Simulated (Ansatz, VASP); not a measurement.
**BiSe4: VASP beside Ansatz**

```
CELL_PARAMETERS angstrom
-2.84537 2.84537 4.30155
2.84537 -2.84537 4.30155
2.84537 2.84537 -4.30155
ATOMIC_POSITIONS crystal
Bi 0.00000 0.00000 0.00000
Se 0.34389 0.34389 0.00000
Se 0.65611 0.65611 0.00000
Se 0.50000 0.00000 0.50000
Se 0.00000 0.50000 0.50000
```

Change from the starting cell: species swapped into the PbF4 type (I4/mmm, No. 139).

Alike in both runs: functional PBE; k mesh 4 × 4 × 4; occupations gaussian, width 0.2 eV; no spin polarisation.

Ansatz relaxed the structure, and its values are those at the end. VASP's run is a single point on that final structure, the one shown.

|  | VASP | Ansatz |
| --- | --- | --- |
| version | VASP 6.6.1 | Ansatz 0.2.0 |
| potentials or method | VASP PAW PBE potentials, release 64 (Bi_d, Se) | scalar-relativistic, plane waves, PAW |
| plane-wave cutoff (eV) | 520 | 420 |
| valence electrons in the cell | 39 | 79 |

|  | VASP | Ansatz | Ansatz less VASP |
| --- | --- | --- | --- |
| gap on the k mesh at the Fermi level (eV) | none | none | - |
| pressure (GPa) | -0.2 | -0.2 | -0.01 |
| rms of the force components (eV/Å) | 0.026 | 0.025 | -0.0010 |

A gap of «none» marks a metal or a gap that the smearing closes. The two sets of potentials don't hold the same shells in valence.

Caveats: the k mesh is coarse (spacing up to 0.39 Å⁻¹), so the values aren't converged; spin-orbit coupling is left out, which moves the levels of the heavy elements.
